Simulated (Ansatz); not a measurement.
KBr:

```
Br K
1.0
     0.00000    3.30000    3.30000
     3.30000    0.00000    3.30000
     3.30000    3.30000    0.00000
Br K
1 1
Cartesian
  3.3000 3.3000 3.3000
  0.0000 0.0000 0.0000
```

| Quantity | Value |
| --- | --- |
| Program | Ansatz 0.2.0 |
| Task | relaxation of cell and atoms |
| Functional | RPBE |
| Dispersion | D4 |
| Potentials or basis | all-electron LAPW, scalar-relativistic |
| Basis error allowed | 0.001 eV/atom |
| k mesh | 7 × 7 × 7 |
| Occupations | fermi-dirac, width 0.05 eV |
| Spin | no spin polarisation |

At the start: volume 35.94 Å³/atom.

Problem. Where does the relaxation end?

Solution. Over 5 steps the energy falls by 7.6 meV/atom and the volume is 38.49 Å³/atom (+7.1 %); space group Fm-3m (No. 225, to 0.05 Å).

The path:
```
step  energy change (eV)  largest force (eV/Å)  volume (Å³)
   1              0.0000                0.0000        71.87
   2             -0.0107                0.0000        74.12
   3             -0.0151                0.0000        76.66
   4             -0.0152                0.0000        76.97
   5             -0.0152                0.0000        76.97
```

Final structure:
```yaml
crystal:
  lattice:
    - [0.00000, 3.37625, 3.37625]
    - [3.37625, 0.00000, 3.37625]
    - [3.37625, 3.37625, 0.00000]
  atoms:
    - { symbol: Br, position: [0.50000, 0.50000, 0.50000] }
    - { symbol: K, position: [0.00000, 0.00000, 0.00000] }
```
